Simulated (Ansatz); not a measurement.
## Work and stress of cleavage in ZnS

Method: DFT PBE, scalar-relativistic, plane waves, PAW in Ansatz. The runs took a 420 eV cutoff, a Γ-centred 5×7×3 mesh and Gaussian smearing (0.05 eV). No spin polarisation. Energies are free energies at this smearing, counted from the undisturbed cell; pressure is positive in compression.

The starting cell (relaxed at this level):

```yaml
crystal:
  lattice:
    - [5.44313, 0.00000, 0.00000]
    - [0.00000, 2.72156, -2.72156]
    - [0.00000, 8.16469, 8.16469]
  atoms:
    - { symbol: Zn, position: [0.50000, 0.50000, 0.08332] }
    - { symbol: Zn, position: [0.00000, 0.00000, 0.24998] }
    - { symbol: Zn, position: [0.50000, 0.50000, 0.41665] }
    - { symbol: Zn, position: [0.00000, 0.00000, 0.58332] }
    - { symbol: Zn, position: [0.50000, 0.50000, 0.74998] }
    - { symbol: Zn, position: [0.00000, 0.00000, 0.91665] }
    - { symbol: S, position: [0.75000, 0.00000, 0.41665] }
    - { symbol: S, position: [0.25000, 0.50000, 0.58332] }
    - { symbol: S, position: [0.75000, 0.00000, 0.74998] }
    - { symbol: S, position: [0.25000, 0.50000, 0.91665] }
    - { symbol: S, position: [0.75000, 0.00000, 0.08332] }
    - { symbol: S, position: [0.25000, 0.50000, 0.24998] }
```

The cut lies on the cell's a–b face, a (0 -1 1) plane (indices in the standard cell, whose axes needn't be the Cartesian ones shown) of area 20.95 Å², between layers 1.92 Å apart. Vector c is lengthened by d along the normal with the atoms' Cartesian places fixed: one unrelaxed cut a cell. The traction is positive where the two halves pull on each other.

```csv
d (Å),energy (J/m²),traction (GPa)
-0.30,0.37,-28.9
-0.15,0.08,-11.3
0.00,0.00,0.0
0.25,0.14,9.3
0.50,0.41,11.7
0.75,0.70,10.8
1.00,0.94,8.7
1.50,1.26,4.5
2.00,1.42,2.1
3.00,1.53,0.4
4.50,1.56,0.1
6.00,1.56,0.0
```

**Question.** What are the work of separation and the cleavage stress, and do they fit the universal binding curve?

**Answer.** The energy levels off near W ≈ 1.56 J/m² (the traction is down to 0.0 GPa), the energy of the two unrelaxed faces, 0.78 J/m² each on average. The largest sampled traction is 11.7 GPa at d = 0.50 Å, and a parabola through it and its two neighbours peaks at σ_max ≈ 11.8 GPa, d ≈ 0.55 Å. The curve E = W[1 − (1 + d/ℓ)exp(−d/ℓ)] peaks in traction at d = ℓ with σ_max = W/(eℓ); with 1 J/m² per Å = 10 GPa this W and σ_max give ℓ = 0.49 Å. A parabola through that curve at the same three d peaks at 0.53 Å, against 0.55 Å here, a fair fit. Real crystals break at far lower stress, because cracks concentrate it, and on the plane of lowest W, which needn't be this one.

The cut is rigid; relaxing the faces lowers these energies and usually the stresses.

Cost: 12 runs of about 8.2 core-minutes in all, on Arm Neoverse V2 (shared hosts).